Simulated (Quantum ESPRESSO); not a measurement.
Ga in Quantum ESPRESSO: the effect of functional

The system is Ga.

```
Ga
1.0
     2.71648    0.00000    0.00000
     0.00000    2.71648    0.00000
     0.00000    0.00000    2.71648
Ga
1
Cartesian
  0.0000 0.0000 0.0000
```

The cell was built by a generator and needn't be a form met in nature.

Alike in all runs:

* Program: Quantum ESPRESSO 7.5
* Task: phonons
* Cutoff: 1088 eV
* Density cutoff: 4354 eV
* k mesh: 7 × 7 × 7
* Occupations: cold, width 0.2 eV
* Spin: no spin polarisation

Each run relaxes the cell or the atoms first.

One run gave: relaxed volume 21.95 Å³/atom; highest phonon frequency 160 cm⁻¹. Which functional did it use?
A. BLYP
B. revPBE
C. LDA
D. PW91
E. PBEsol

A.

| functional | potentials or basis | relaxed volume (Å³/atom) | highest phonon frequency (cm⁻¹) |
| --- | --- | --- | --- |
| LDA | PseudoDojo 0.4.1 SR LDA standard | 17.72 | 193 |
| PBEsol | PseudoDojo 0.4.1 SR PBEsol standard | 18.45 | 187 |
| BLYP | PseudoDojo 0.4.1 SR PBE standard | 21.95 | 160 |
| revPBE | PseudoDojo 0.4.1 SR PBE standard | 20.33 | 170 |
| PW91 | PseudoDojo 0.4.1 SR PBE standard | 19.73 | 167 |
| vdW-DF-cx | PseudoDojo 0.4.1 SR PBE standard | 18.69 | 190 |

Caveats: the mesh is thin for the phonons of a metal; the q point doesn't lie on the k mesh, which can shift a metal's frequencies strongly unless the mesh is converged; the potentials were made for another functional, which shifts forces and pressure (some runs).

Runs at the PBE level aren't shown here.
